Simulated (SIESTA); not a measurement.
# ZnS (Wurtzite-2H) (P6_3mc) in SIESTA: settings compared, part 2 of 2

SIESTA 5.4.2.

## (3) Band structure, PBE

ZnS.fdf reads:

```
SystemName                      ZnS
SystemLabel                     ZnS
NumberOfSpecies                 2
NumberOfAtoms                   4
%block ChemicalSpeciesLabel
  1  30 Zn
  2  16 S
%endblock ChemicalSpeciesLabel

LatticeConstant                 1.0 Ang
%block LatticeVectors
     3.8110000000     0.0000000000     0.0000000000
    -1.9055000000     3.3004228138     0.0000000000
     0.0000000000     0.0000000000     6.2340000000
%endblock LatticeVectors
AtomicCoordinatesFormat         Fractional
%block AtomicCoordinatesAndAtomicSpecies
     0.6666666667     0.3333333333     0.5000000000  1  Zn
     0.3333333333     0.6666666667     0.0000000000  1  Zn
     0.6666666667     0.3333333333     0.8850000000  2  S
     0.3333333333     0.6666666667     0.3850000000  2  S
%endblock AtomicCoordinatesAndAtomicSpecies

%block kgrid.MonkhorstPack
    8   0   0  0.0
    0   8   0  0.0
    0   0   5  0.0
%endblock kgrid.MonkhorstPack
XC.Functional                   GGA
XC.Authors                      PBE
PAO.BasisSize                   TZP
PAO.EnergyShift                 0.002 Ry
Mesh.Cutoff                     800 Ry
OccupationFunction              FD
ElectronicTemperature           0.05 eV
MaxSCFIterations                120
SCF.MustConverge                false
SCF.Mixer.Method                Pulay
SCF.Mixer.Weight                0.25
SCF.Mixer.History               8
SCF.DM.Tolerance                5.0e-05
SCF.H.Tolerance                 1.0e-03 eV
WriteForces                     true
Charge.Mulliken                 end
BandLinesScale                  ReciprocalLatticeVectors
%block BandLines
    1    0.000000   0.000000   0.000000  \Gamma
   11    0.500000   0.000000   0.000000  M
    7    0.333333   0.333333   0.000000  K
   13    0.000000   0.000000   0.000000  \Gamma
    6    0.000000   0.000000   0.500000  A
   11    0.500000   0.000000   0.500000  L
    7    0.333333   0.333333   0.500000  H
   13    0.000000   0.000000   0.500000  A
    1    0.500000   0.000000   0.500000  L
    6    0.500000   0.000000   0.000000  M
    1    0.333333   0.333333   0.000000  K
    6    0.333333   0.333333   0.500000  H
%endblock BandLines
```

Potentials or basis: PseudoDojo 0.4 standard (PBE files), TZP (energy shift 0.002 Ry).

Run with:

```sh
$ siesta ZnS.fdf > ZnS.out 2>&1
```

Wall time 47 s (1 thread of Arm Neoverse V2, shared host); peak memory 0.34 GiB.

The run converged. Its results:

| Item | Value |
| --- | --- |
| Free energy | -11977.9492 eV |
| Pressure | 3.8 GPa |
| Largest force | 0.334 eV/Å |
| Band gap on the k mesh | 2.63 eV, direct |
| Band gap along the path | 2.63 eV, direct |

Forces on the atoms (eV/Å):
```
Zn   0.000  0.000  0.334
Zn   0.000  0.000  0.334
S    0.000  0.000 -0.334
S    0.000  0.000 -0.334
```

Stress tensor (GPa, compression positive):
```
4.79 0.00 0.00
0.00 4.79 0.00
0.00 0.00 1.91
```

Levels at the corners of the path, in eV from the valence-band top:
```tsv
point	band 23	band 24	band 25	band 26	band 27	band 28	band 29	band 30
Γ	-0.85	-0.04	-0.04	0.00	2.63	3.47	6.46	6.46
M	-3.07	-2.17	-1.54	-0.96	3.93	4.81	5.40	7.36
K	-3.79	-2.18	-2.18	-2.15	4.68	6.43	6.43	8.14
Γ	-0.85	-0.04	-0.04	0.00	2.63	3.47	6.46	6.46
A	-0.46	-0.46	-0.46	-0.46	3.97	3.97	6.92	6.92
L	-1.62	-1.62	-1.49	-1.49	4.04	4.04	5.47	5.47
H	-3.05	-3.05	-1.21	-1.21	5.01	5.01	6.78	6.78
A	-0.46	-0.46	-0.46	-0.46	3.97	3.97	6.92	6.92
L	-1.62	-1.62	-1.49	-1.49	4.04	4.04	5.47	5.47
M	-3.07	-2.17	-1.54	-0.96	3.93	4.81	5.40	7.36
K	-3.79	-2.18	-2.18	-2.15	4.68	6.43	6.43	8.14
H	-3.05	-3.05	-1.21	-1.21	5.01	5.01	6.78	6.78
```

Caveat: semicore shells carry a single zeta, which can move pressures by several GPa and volumes by a few percent; the valence orbitals were made in a potential fitted to the semicore shell under them, which widens gaps by tenths of an eV or more; the basis of atomic orbitals isn't converged, which shifts pressures, moduli and gaps.

## (4) Band structure, LDA

ZnS.fdf, as its differences from that of step 3:

```diff
@@ -28,5 +28,5 @@
 %endblock kgrid.MonkhorstPack
-XC.Functional                   GGA
-XC.Authors                      PBE
-PAO.BasisSize                   TZP
+XC.Functional                   LDA
+XC.Authors                      PW92
+PAO.BasisSize                   DZP
 PAO.EnergyShift                 0.002 Ry
```

Potentials or basis: PseudoDojo 0.4 standard (LDA files), DZP (energy shift 0.002 Ry).

Run with:

```sh
$ siesta < ZnS.fdf > ZnS.out 2>&1
```

Run time: 41 s. Hardware: 1 thread of Arm Neoverse V1, shared host; peak memory 0.31 GiB.

Results (log left out):

| Property | Result |
| --- | --- |
| Free energy | -11972.1793 eV |
| Pressure | -2.0 GPa |
| Largest force | 0.317 eV/Å |
| Band gap on the k mesh | 2.62 eV, direct |
| Band gap along the path | 2.62 eV, direct |

Forces in eV/Å, atoms in the order of the input:
```
Zn   0.000  0.000  0.317
Zn   0.000  0.000  0.317
S    0.000  0.000 -0.317
S    0.000  0.000 -0.317
```

Stress tensor (GPa, compression positive):
```
-1.12  0.00  0.00
 0.00 -1.12  0.00
 0.00  0.00 -3.87
```

Levels at the corners of the path, in eV from the valence-band top:
```csv
point,band 23,band 24,band 25,band 26,band 27,band 28,band 29,band 30
Γ,-0.87,-0.06,-0.06,0.00,2.62,3.30,6.29,6.29
M,-3.12,-2.20,-1.58,-0.99,3.72,4.70,5.29,7.23
K,-3.86,-2.21,-2.21,-2.20,4.50,6.44,6.44,8.13
Γ,-0.87,-0.06,-0.06,0.00,2.62,3.30,6.29,6.29
A,-0.49,-0.49,-0.49,-0.49,3.89,3.89,6.75,6.75
L,-1.65,-1.65,-1.51,-1.51,3.83,3.83,5.30,5.30
H,-3.12,-3.12,-1.23,-1.23,4.85,4.85,6.68,6.68
A,-0.49,-0.49,-0.49,-0.49,3.89,3.89,6.75,6.75
L,-1.65,-1.65,-1.51,-1.51,3.83,3.83,5.30,5.30
M,-3.12,-2.20,-1.58,-0.99,3.72,4.70,5.29,7.23
K,-3.86,-2.21,-2.21,-2.20,4.50,6.44,6.44,8.13
H,-3.12,-3.12,-1.23,-1.23,4.85,4.85,6.68,6.68
```

Caveat: semicore shells carry a single zeta, which can move pressures by several GPa and volumes by a few percent; the valence orbitals were made in a potential fitted to the semicore shell under them, which widens gaps by tenths of an eV or more; the basis of atomic orbitals isn't converged, which shifts pressures, moduli and gaps.

## (5) Band structure, PBE

ZnS.fdf, as its differences from that of step 4:

```diff
@@ -28,5 +28,5 @@
 %endblock kgrid.MonkhorstPack
-XC.Functional                   LDA
-XC.Authors                      PW92
-PAO.BasisSize                   DZP
+XC.Functional                   GGA
+XC.Authors                      PBE
+PAO.BasisSize                   TZDP
 PAO.EnergyShift                 0.002 Ry
@@ -59 +59,5 @@
 %endblock BandLines
+%block PAO.PolarizationScheme
+  Zn non-perturbative
+  S non-perturbative
+%endblock PAO.PolarizationScheme
```

Potentials or basis: PseudoDojo 0.4 standard (PBE files), TZDP (energy shift 0.002 Ry).

Run with:

```sh
$ siesta ZnS.fdf > ZnS.out 2>&1
```

Wall time 75 s (1 thread of Arm Neoverse V1, shared host); peak memory 0.4 GiB.

The run converged. Its results:

| Item | Value |
| --- | --- |
| Free energy | -11978.7287 eV |
| Pressure | 2.5 GPa |
| Largest force | 0.331 eV/Å |
| Band gap on the k mesh | 2.67 eV, direct |
| Band gap along the path | 2.67 eV, direct |

Forces in eV/Å, atoms in the order of the input:
```
Zn   0.000  0.000  0.331
Zn   0.000  0.000  0.331
S    0.000  0.000 -0.331
S    0.000  0.000 -0.331
```

Stress tensor (GPa, compression positive):
```
3.54 0.00 0.00
0.00 3.54 0.00
0.00 0.00 0.57
```

Levels at the corners of the path, in eV from the valence-band top:
| point | band 23 | band 24 | band 25 | band 26 | band 27 | band 28 | band 29 | band 30 |
| --- | --- | --- | --- | --- | --- | --- | --- | --- |
| Γ | -0.84 | -0.03 | -0.03 | 0.00 | 2.67 | 3.17 | 6.54 | 6.54 |
| M | -3.13 | -2.21 | -1.54 | -0.96 | 3.71 | 4.41 | 5.24 | 7.27 |
| K | -3.86 | -2.20 | -2.19 | -2.19 | 4.56 | 6.11 | 6.11 | 8.00 |
| Γ | -0.84 | -0.03 | -0.03 | 0.00 | 2.67 | 3.17 | 6.54 | 6.54 |
| A | -0.46 | -0.46 | -0.46 | -0.46 | 3.86 | 3.86 | 6.88 | 6.88 |
| L | -1.63 | -1.63 | -1.50 | -1.50 | 3.70 | 3.70 | 5.26 | 5.26 |
| H | -3.10 | -3.10 | -1.21 | -1.21 | 4.71 | 4.71 | 6.58 | 6.58 |
| A | -0.46 | -0.46 | -0.46 | -0.46 | 3.86 | 3.86 | 6.88 | 6.88 |
| L | -1.63 | -1.63 | -1.50 | -1.50 | 3.70 | 3.70 | 5.26 | 5.26 |
| M | -3.13 | -2.21 | -1.54 | -0.96 | 3.71 | 4.41 | 5.24 | 7.27 |
| K | -3.86 | -2.20 | -2.19 | -2.19 | 4.56 | 6.11 | 6.11 | 8.00 |
| H | -3.10 | -3.10 | -1.21 | -1.21 | 4.71 | 4.71 | 6.58 | 6.58 |

Caveat: semicore shells carry a single zeta, which can move pressures by several GPa and volumes by a few percent; the valence orbitals were made in a potential fitted to the semicore shell under them, which widens gaps by tenths of an eV or more; the basis of atomic orbitals isn't converged, which shifts pressures, moduli and gaps.

## (6) Summary

```tsv
level	potentials or basis	energy shift	gap on the mesh (eV)	pressure (GPa)	largest force (eV/Å)
PBE	PseudoDojo 0.4 standard (PBE files), TZP (energy shift 0.01 Ry)	0.01 Ry	2.52	0.8	0.36
PBE	PseudoDojo 0.4 standard (PBE files), TZP (energy shift 0.002 Ry)	0.002 Ry	2.63	3.8	0.33
LDA	PseudoDojo 0.4 standard (LDA files), DZP (energy shift 0.002 Ry)	0.002 Ry	2.62	-2.0	0.32
PBE	PseudoDojo 0.4 standard (PBE files), TZDP (energy shift 0.002 Ry)	0.002 Ry	2.67	2.5	0.33
```

Alike in all rows: task band structure; no spin polarisation; cell as given; k mesh 8 × 8 × 5; smearing fermi-dirac 0.05 eV; grid cutoff 800 Ry.

Caveats: semicore shells carry a single zeta, which can move pressures by several GPa and volumes by a few percent; the valence orbitals were made in a potential fitted to the semicore shell under them, which widens gaps by tenths of an eV or more; the basis of atomic orbitals isn't converged, which shifts pressures, moduli and gaps.

Absolute energies hang on the potentials; compare differences alone.

## (7) How close it comes

Step 2. Measured gap of ZnS: 3.911 eV (direct; 4 K; a printed reference work, monograph). This calculation gives 2.52 eV (-1.39 eV). The value is that of PBE in an atomic basis (PseudoDojo 0.4 standard (PBE files), TZP (energy shift 0.01 Ry)), whose error adds to the functional's,, without temperature or zero-point motion. Semilocal functionals fall short of measured gaps as a rule.

Step 3. Measured gap of ZnS: 3.911 eV (direct; 4 K; a printed reference work, monograph). This calculation gives 2.63 eV (-1.28 eV). The value is that of PBE in an atomic basis (PseudoDojo 0.4 standard (PBE files), TZP (energy shift 0.002 Ry)), whose error adds to the functional's,, without temperature or zero-point motion. Semilocal functionals fall short of measured gaps as a rule.

Step 4. A measured gap of ZnS is 3.911 eV (direct; 4 K; a printed reference work, monograph); the calculated 2.62 eV misses it by -1.29 eV. The value is that of LDA in an atomic basis (PseudoDojo 0.4 standard (LDA files), DZP (energy shift 0.002 Ry)), whose error adds to the functional's,, without temperature or zero-point motion. Semilocal functionals fall short of measured gaps as a rule.

Step 5. Measured gap of ZnS: 3.911 eV (direct; 4 K; a printed reference work, monograph). This calculation gives 2.67 eV (-1.25 eV). The value is that of PBE in an atomic basis (PseudoDojo 0.4 standard (PBE files), TZDP (energy shift 0.002 Ry)), whose error adds to the functional's,, without temperature or zero-point motion. Semilocal functionals fall short of measured gaps as a rule.
